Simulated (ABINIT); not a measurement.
Input of an ABINIT 10.8.3 (patched build) run:

Contents of run.abi:

```
# Pseudopotentials
pp_dirpath "./"
pseudos "Ge_ONCV_PBE-1.2.upf"

# Structure
acell 3*1.0
rprim
     0.0000000000     5.4546629948     5.4546629948
     5.4546629948     0.0000000000     5.4546629948
     5.4546629948     5.4546629948     0.0000000000
ntypat 1
znucl 32
natom 2
typat 1 1
xcart
     4.3297250250     4.3297250250     4.3297250250
     2.8864833500     2.8864833500     2.8864833500 Angstrom
chkprim 0
chksymtnons 0
tolsym 1.0e-6

# Plane-wave basis
ecut 22.0

# k points
kptopt 1
ngkpt 6 6 6
nshiftk 1
shiftk 0.0 0.0 0.0

# Exchange and correlation
ixc 11

# Bands and occupations
nband 18
occopt 3
tsmear 0.05 eV

# SCF cycle
nstep 100
tolvrs 1.0e-10

# Output
iomode 3
prtwf 0
prteig 0
prtebands 0
enunit 1
prtvol 2
prtden 1
prtvha 1
prtvclmb 1
prtpot 1
prtelf 1
```

Potentials or basis: SG15 NC PBE v1.2.

Launch:

```console
$ mpirun --bind-to none -np 4 abinit run.abi > log 2>&1
```

Question: What does it give for the pressure?

Answer: 0.0 GPa.

Question: Estimate the band gap on the k mesh.

Answer: None (metal or under the smearing width).

Caveat: this crystal is a semiconductor, whose small gap the functional closes, so the metal is an error of the method.
